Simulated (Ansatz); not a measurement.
**Sb in Ansatz: the effect of functional**

The system is Sb.

```
CELL_PARAMETERS angstrom
-1.87134 1.87134 1.87134
1.87134 -1.87134 1.87134
1.87134 1.87134 -1.87134
ATOMIC_POSITIONS crystal
Sb 0.00000 0.00000 0.00000
```

This isn't the form of Sb at room conditions, which is rhombohedral.

Alike in all runs:

```yaml
Program: Ansatz 0.2.0
Task: band structure
Potentials_or_basis: Ansatz PAW
k_mesh: 10 × 10 × 10
Occupations: fermi-dirac, width 0.05 eV
Spin: no spin polarisation
```

**Question.** One run gave: pressure 9.0 GPa. Which functional did it use?
A. RPBE
B. BLYP
C. r2SCAN
D. revPBE
E. LDA

**Answer.** B.

| functional | cutoff | pressure (GPa) |
| --- | --- | --- |
| LDA | 420 eV (not typed: the program's choice for these potentials) | -1.2 |
| PBEsol | 420 eV (not typed: the program's choice for these potentials) | 0.0 |
| RPBE | 420 eV (not typed: the program's choice for these potentials) | 4.6 |
| revPBE | 420 eV (not typed: the program's choice for these potentials) | 4.2 |
| BLYP | 420 eV (not typed: the program's choice for these potentials) | 9.0 |
| r2SCAN | 500 eV (not typed: the program's choice for these potentials) | 2.5 |

Caveats: the PAW data sets come from PBE, with cores solved anew for the run's functional, which leaves a small shift of forces and pressure.

Runs at the PBE level aren't shown here.
